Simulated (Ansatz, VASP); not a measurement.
## La in VASP and in Ansatz

```
La
1.0
     3.22661    0.00000    0.00000
    -1.61330    2.79433    0.00000
     0.00000    0.00000   10.45977
La
4
Direct
  0.00000 0.00000 0.00000
  0.00000 0.00000 0.50000
  0.33333 0.66667 0.25000
  0.66667 0.33333 0.75000
```

Alike in both runs: task single point; functional PBEsol; k mesh 11 × 11 × 3; occupations fermi-dirac, width 0.08 eV; no spin polarisation.

|  | VASP | Ansatz |
| --- | --- | --- |
| version | VASP 6.6.1 | Ansatz 0.2.0 |
| potentials or method | VASP PAW PBE potentials, release 64 (La), cutoff 520 eV | all-electron LAPW, scalar-relativistic |

VASP gave:

| Property | Result |
| --- | --- |
| pressure (GPa) | 17.3 |
| largest component of the traceless stress (GPa) | 0.06 |

**Question.** Estimate Ansatz's values.

**Answer.** Pressure (GPa): 17.0; largest component of the traceless stress (GPa): 0.00.

Ansatz ran all-electron here, so the differences hold the error of VASP's frozen core and of both bases.

Caveats: so large a pressure means that the cell lies far from this level's equilibrium, or that cutoff or potentials fall short (VASP); the potentials were made for another functional, which shifts forces and pressure (VASP). Spin-orbit coupling is left out, which matters for the levels of La.
